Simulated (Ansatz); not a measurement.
# ZnS under strain — ⁶⁷Zn NMR of the central transition

Cell: a structure deposited in the COD, relaxed with PBE at fixed cell and then changed (z compressed by 2 %, ions relaxed).

```yaml
crystal:
  lattice:
    - [0.00000, 2.70725, 2.65311]
    - [2.70725, 0.00000, 2.65311]
    - [2.70725, 2.70725, 0.00000]
  atoms:
    - { symbol: Zn, position: [0.00000, 0.00000, 0.00000] }
    - { symbol: S, position: [0.25000, 0.25000, 0.25000] }
```

Atom numbers follow the list; atoms alike are taken as one site, whose name carries the number of the first.

The numbers come from a DFT calculation in Ansatz (PBE, plane waves and PAW, scalar-relativistic, 420 eV cutoff, Γ-centred 14×14×14 k-points, Fermi–Dirac smearing 0.02 eV).

⁶⁷Zn has I = 5/2 and Q = 122.0 mb (Pyykkö 2018); at 14.1 T its Larmor frequency is ν₀ = 37.6 MHz. Only the quadrupole interaction is simulated: positions count from each site's isotropic chemical shift, and J coupling is left out, as are shift anisotropy and dipolar coupling, which fast spinning averages.

**Question.** Simulate the second-order pattern (fast magic-angle spinning, Gaussian broadening 0.01 kHz) of site Zn (4 S at 2.33 Å).

**Answer.** The calculation gives C_Q = 1.12 MHz and η = 0.00, so ν_Q = 0.169 MHz and the centre of gravity lies at -5.36 ppm (-0.202 kHz).

| offset (kHz) | height |
| --- | --- |
| -0.5242 | 0 |
| -0.5088 | 1 |
| -0.4934 | 4 |
| -0.4779 | 4 |
| -0.4625 | 4 |
| -0.4471 | 4 |
| -0.4316 | 4 |
| -0.4162 | 4 |
| -0.4007 | 5 |
| -0.3853 | 5 |
| -0.3699 | 5 |
| -0.3544 | 5 |
| -0.3390 | 5 |
| -0.3236 | 21 |
| -0.3081 | 76 |
| -0.2927 | 45 |
| -0.2772 | 37 |
| -0.2618 | 33 |
| -0.2464 | 31 |
| -0.2309 | 30 |
| -0.2155 | 29 |
| -0.2001 | 29 |
| -0.1846 | 29 |
| -0.1692 | 30 |
| -0.1537 | 32 |
| -0.1383 | 34 |
| -0.1229 | 38 |
| -0.1074 | 44 |
| -0.0920 | 59 |
| -0.0766 | 100 |
| -0.0611 | 10 |
| -0.0457 | 0 |

An axis of threefold or higher order runs through Zn, so V_zz lies along it and η is zero.
